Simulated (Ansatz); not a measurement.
# NbN: what the smearing changes

One table from this session's results is given with a row withheld; the runs are named, their logs left out.

Method: DFT, PBE, all-electron LAPW, scalar-relativistic, in Ansatz 0.2.0.

### The starting structure

It takes space group Fm-3m (No. 225, cubic). The conventional cell has a = 4.389 Å, b = 4.389 Å, c = 4.389 Å, α = 90.00°, β = 90.00°, γ = 90.00°. Around Nb (site symmetry m-3m) lie 6 N at 2.19 Å. N (site symmetry m-3m) is surrounded by 6 Nb at 2.19 Å.

Coordinates:

```xyz
2
Lattice="0.0000 2.1945 2.1945 2.1945 0.0000 2.1945 2.1945 2.1945 0.0000" Properties=species:S:1:pos:R:3 pbc="T T T"
Nb    2.1945    2.1945    2.1945
N     0.0000    0.0000    0.0000
```

The cell comes from a crystallographic database entry that wasn't checked; take it as a given geometry, which may be far from equilibrium.

Atoms are numbered in the order of the input: Nb1, N2.

The first run:

Input file input.yaml:

```yaml
crystal:
  lattice:
    - [0.0, 2.1945, 2.1945]
    - [2.1945, 0.0, 2.1945]
    - [2.1945, 2.1945, 0.0]
  atoms:
    - { symbol: Nb, position: [0.5, 0.5, 0.5] }
    - { symbol: "N", position: [0.0, 0.0, 0.0] }
kpoints:
  mp_grid: { grid: [14, 14, 14] }
scf:
  occupations: { method: fermi_dirac, width: 0.01 }
hamiltonian:
  xc: pbe
  pseudopotentials: { kind: all_electron, lapw: { basis_error: 0.001 } }
output:
  forces: true
  stress: true
  eigenvalues: true
```

Steps of the session up to this table: With Fermi–Dirac smearing of 0.01 eV; With Fermi–Dirac smearing of 0.15 eV; With Methfessel–Paxton smearing of 0.2 eV; With Gaussian smearing of 0.05 eV; With tetrahedron filling.

One of the session's tables, all rows but one given; the rest of the session is left out.

```
                            smearing  energy from the first row (meV/atom)
     Fermi–Dirac smearing of 0.01 eV                                  0.00
     Fermi–Dirac smearing of 0.15 eV                                 -0.75
Methfessel–Paxton smearing of 0.2 eV                                 -0.33
        Gaussian smearing of 0.05 eV                                 -0.07
                 tetrahedron filling                                     ?
```

Estimate the missing values for tetrahedron filling.

The run gave: energy from the first row (meV/atom): -0.18. In the column «energy from the first row (meV/atom)» it lies between Methfessel–Paxton smearing of 0.2 eV (-0.33) and Gaussian smearing of 0.05 eV (-0.07).

Energies are those extrapolated to zero smearing.

Caveats from the session: Warnings in the runs' records: band table not solved further, tetrahedron derivatives may miss energy slope.
